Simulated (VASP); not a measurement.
Wanted: the native input for a VASP 6.6.1 run.

```yaml
Task: single point
Functional: PBE
Potentials_or_basis: VASP PAW PBE potentials, release 64 (Ag, I)
Cutoff: 520 eV
k_mesh: 4 × 4 × 4
Occupations: gaussian, width 0.1 eV
Spin: no spin polarisation
Dipole_correction: no
Further_INCAR_settings: ALGO = Normal; EDIFF = 1e-07; NBANDS = 30
```

The structure of Ag2I3 lies in POSCAR:

```
Ag2I3
1.0
    5.9592290800      0.0000000000      0.0000000000
    0.0000000000      5.9592290800      0.0000000000
    0.0000000000      0.0000000000      5.9592290800
Ag I
2 3
Direct
    0.0000000000      0.0000000000      0.0000000000
    0.5000000000      0.5000000000      0.5000000000
    0.0000000000      0.5000000000      0.5000000000
    0.5000000000      0.0000000000      0.5000000000
    0.5000000000      0.5000000000      0.0000000000
```

The cell was built by a generator and needn't be a form met in nature.

The cell isn't the ideal one: random cell by space group and Wyckoff sites (Pm-3m, No. 221).

These files were run (other wordings do the same):

INCAR

```
SYSTEM = Ag2I3
  PREC = Accurate
  ENCUT = 520
  EDIFF = 1E-7
  ISMEAR = 0
  SIGMA = 0.1
  LREAL = .FALSE.
  LASPH = .TRUE.
  NELM = 100
  ALGO = Normal
  ISIF = 2
  LWAVE = .FALSE.
  LCHARG = .FALSE.
  GGA = PE
  NBANDS = 30
```

KPOINTS

```
Automatic mesh
0
G
  4 4 4
  0 0 0
```

Potentials or basis: VASP PAW PBE potentials, release 64 (Ag, I).

Run with:

```sh
$ cat potpaw_PBE.64/Ag/POTCAR potpaw_PBE.64/I/POTCAR > POTCAR
$ mpirun -np 1 vasp_std > vasp.out
```

Results of the run:

| Item | Value |
| --- | --- |
| Pressure | -2.1 GPa |
| Band gap on the k mesh | none (metal or under the smearing width) |

Caveat: an odd number of electrons without spin polarisation forces a metal; a magnetic or distorted state may lie lower.

Wall time 36 s on 1 thread of AMD EPYC 9R45 96-Core Processor (Zen 5), with other jobs on the host, peak memory 0.3 GiB.
